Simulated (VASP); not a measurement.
ZrN, 2 atoms in the cell. Symmetry: Fm-3m, No. 225, cubic system. The conventional cell has a = 4.596 Å, b = 4.596 Å, c = 4.596 Å, α = 90.00°, β = 90.00°, γ = 90.00°. Zr (site symmetry m-3m) has 6 N at 2.30 Å as nearest neighbours. N (site symmetry m-3m) is surrounded by 6 Zr at 2.30 Å. The cell was built by a generator and needn't be a form met in nature.

```yaml
Program: VASP 6.6.1
Task: relaxation of cell and atoms
Functional: PBE
Potentials_or_basis: VASP PAW PBE potentials, release 64 (Zr_sv, N)
Cutoff: 600 eV
k_mesh: 14 × 14 × 14
Occupations: methfessel-paxton, width 0.1 eV
Spin: no spin polarisation
Further_INCAR_settings: ALGO = Normal; EDIFF = 1e-07; IBRION = 2; EDIFFG = -0.005; NSW = 90; ISIF = 3
```

Potentials or basis: VASP PAW PBE potentials, release 64 (Zr_sv, N).

Launch:

```console
$ cat potpaw_PBE.64/Zr_sv/POTCAR potpaw_PBE.64/N/POTCAR > POTCAR
$ mpirun -np 1 vasp_std > vasp.out
```

Hardware: 1 thread of Intel(R) Xeon(R) 6975P-C (Granite Rapids), on a shared host.

Problem. Estimate the wall time of this run.

Solution. It took 19 s on 1 thread of Intel(R) Xeon(R) 6975P-C (Granite Rapids) (shared host), peak memory 0.19 GiB. Counts: scf iterations 15, k points 104, ion steps 1.
